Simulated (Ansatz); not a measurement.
**TiC: response to strain**

Aim: deform TiC (xy engineering shear strain of -1.5 %) and compute stress, forces and field gradients with LAPW, PAW and all-electron datasets made for the crystal.

Computed with Ansatz 0.2.0 (DFT PBE, scalar-relativistic, unless a step's input says otherwise).

## 1. Starting point

Symmetry: Fm-3m, No. 225, cubic system. The conventional cell has a = 4.328 Å, b = 4.328 Å, c = 4.328 Å, α = 90.00°, β = 90.00°, γ = 90.00°. Around Ti (site symmetry m-3m) lie 6 C at 2.16 Å. C (site symmetry m-3m) is surrounded by 6 Ti at 2.16 Å.

As a file:

```
CELL_PARAMETERS angstrom
0.00000 2.16400 2.16400
2.16400 0.00000 2.16400
2.16400 2.16400 0.00000
ATOMIC_POSITIONS crystal
Ti 0.00000 0.00000 0.00000
C 0.50000 0.50000 0.50000
```

Atoms are numbered in the order of the input: Ti1, C2.

## 2. The deformed structure

Space group Fm-3m before, Immm after.

## 3. All-electron LAPW

Input file input.yaml:

```yaml
crystal:
  lattice:
    - [-0.01623, 2.164, 2.164]
    - [2.164, -0.01623, 2.164]
    - [2.14777, 2.14777, 0.0]
  atoms:
    - { symbol: Ti, position: [0.0, 0.0, 0.0] }
    - { symbol: C, position: [0.5, 0.5, 0.5] }
kpoints:
  mp_grid: { grid: [14, 14, 14] }
scf:
  occupations: { method: fermi_dirac, width: 0.03 }
hamiltonian:
  xc: pbe
  pseudopotentials: { kind: all_electron, lapw: { basis_error: 0.00025 } }
output:
  forces: true
  stress: true
  eigenvalues: true
```

## 4. PAW on the default files

Changes to input.yaml since step 3:

```diff
@@ -14,3 +14,3 @@
   xc: pbe
-  pseudopotentials: { kind: all_electron, lapw: { basis_error: 0.00025 } }
+  pseudopotentials: { kind: paw }
 output:
@@ -19 +19,2 @@
   eigenvalues: true
+  efg: { contact_densities: true }
```

## 5. All-electron PAW on datasets made for the crystal

Changes to input.yaml since step 4:

```diff
@@ -14,3 +14,3 @@
   xc: pbe
-  pseudopotentials: { kind: paw }
+  pseudopotentials: { kind: all_electron, datasets: crystal }
 output:
```

(Steps that only read results are left out.)

Before running it: what results should come out? Wanted: pressure; largest shear or deviatoric stress.

The runs gave:

```
                                 quantity                                           value
                                 pressure  LAPW 0.85, PAW 0.87, crystal datasets 0.85 GPa
largest shear or deviatoric stress (LAPW)                                        2.55 GPa
```

**Reading.** The largest part of the stress beyond the pressure is 2.55 GPa in size, in the xy component; the atoms are carried along and not relaxed. No run of the undeformed cell stands beside it, so the pressure holds what the given cell had before the change. PAW: stress within 0.03 GPa of LAPW. Crystal datasets: stress within 0.01 GPa of LAPW.
